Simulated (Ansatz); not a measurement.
**SrVO3: properties at the relaxed cell**

The task here is to estimate one member of a computed series from the others.

Method: DFT PBEsol, scalar-relativistic, plane waves, PAW, in Ansatz 0.2.0.

1 further run of the same task is left out (set aside as unsound or not needed).

**The starting structure**

The structure is cubic, space group Pm-3m (No. 221). Conventional cell: a = 3.810 Å, b = 3.810 Å, c = 3.810 Å, α = 90.00°, β = 90.00°, γ = 90.00°. Sr (site symmetry m-3m) has 12 O at 2.69 Å in its first shell of neighbours. V (site symmetry m-3m) is surrounded by 6 O at 1.91 Å. Around O (site symmetry 4/mmm) lie 2 V at 1.91 Å and 4 Sr at 2.69 Å.

Structure file:

```
Sr V O
1.0
     3.81032    0.00000    0.00000
     0.00000    3.81032    0.00000
     0.00000    0.00000    3.81032
Sr V O
1 1 3
Direct
  0.50000 0.50000 0.50000
  0.00000 0.00000 0.00000
  0.50000 0.00000 0.00000
  0.00000 0.50000 0.00000
  0.00000 0.00000 0.50000
```

It is the result of an earlier relaxation at this level (volume 11.06 Å³/atom; gap on the mesh: none (metal), site moments up to 0.2 μB).

The first run:

The input, input.yaml:

```yaml
crystal:
  lattice:
    - [3.8103207641, 0.0, 0.0]
    - [0.0, 3.8103207641, 0.0]
    - [0.0, 0.0, 3.8103207641]
  atoms:
    - { symbol: Sr, position: [0.5, 0.5, 0.5] }
    - { symbol: V, position: [0.0, 0.0, 0.0], spin: 0.22 }
    - { symbol: O, position: [0.5, 0.0, 0.0] }
    - { symbol: O, position: [0.0, 0.5, 0.0] }
    - { symbol: O, position: [0.0, 0.0, 0.5] }
basis:
  ecutwfc: 420
kpoints:
  mp_grid: { grid: [10, 10, 10] }
  band_path:
    path:
      - [[0.0, 0.0, 0.0], [0.0, 0.5, 0.0], [0.5, 0.5, 0.0], [0.0, 0.0, 0.0], [0.5, 0.5, 0.5], [0.0, 0.5, 0.0]]
      - [[0.5, 0.5, 0.5], [0.5, 0.5, 0.0]]
    npoints: 14
hamiltonian:
  xc: pbesol
scf:
  occupations: { method: gaussian, width: 0.1 }
  n_extra_bands: 12
output:
  forces: true
  stress: true
  eigenvalues: true
  populations: true
  dos: { projected: true, de: 0.02, nscf_kmesh: { grid: [15, 15, 15] } }
  bader: true
  write_density: true
  write_potential: true
  elf: true
  volumetric_format: npy
magnetization:
  spin_polarized: true
checkpoint:
  read: start.run
  write: ck
  compress: false
  write_wavefunctions: false
  write_every: 100000
```

Run with:

```console
$ ansatz run input.yaml --threads 2 --pin off --max-ram 5120MiB --backend cpu --events-out ev --progress --plain --runs-dir out
```

Steps of the session up to this table: Bands, states and charges; The cell as listed, for comparison; Volume × 0.97; Volume × 1.03; Point at V/V0 = 0.94; Volume × 1.06; The cell scaled to 0.91 of its volume; Point at V/V0 = 1.10; The cell scaled to 0.88 of its volume.

One of the session's tables, all rows but one given; the rest of the session is left out.

It belongs to the step «Equation of state». 

| volume (Å³/atom) | energy above the lowest point (meV/atom) | pressure (GPa) | largest moment (μB) |
| --- | --- | --- | --- |
| 9.736 | 125.2 | 33.81 | 0.10 |
| 10.068 | 66.3 | 23.18 | 0.14 |
| 10.400 | 27.8 | 14.16 | 0.16 |
| 10.732 | ? | ? | ? |
| 11.064 | 0.0 | 0.00 | 0.20 |
| 11.396 | 5.9 | -5.52 | 0.22 |
| 11.728 | 22.3 | -10.20 | 0.24 |
| 12.170 | 57.8 | -15.35 | 0.28 |

Estimate the missing values for volume (Å³/atom) = 10.732.

Worked estimate for «energy above the lowest point (meV/atom)». A straight line through the neighbours (10.400, 27.8) and (11.064, 0.0) gives 27.8 + (0.0 − 27.8) × (10.732 − 10.400) / (11.064 − 10.400) = 13.9; a parabola fitted to 4 rows on both sides gives 6.5.

**Answer.** energy above the lowest point (meV/atom): 6.6; pressure (GPa): 6.50; largest moment (μB): 0.18. In «energy above the lowest point (meV/atom)» the line misses by +7.3 and the parabola by -0.1.

Limits of these values: Warnings in the runs' records: stability check not made.
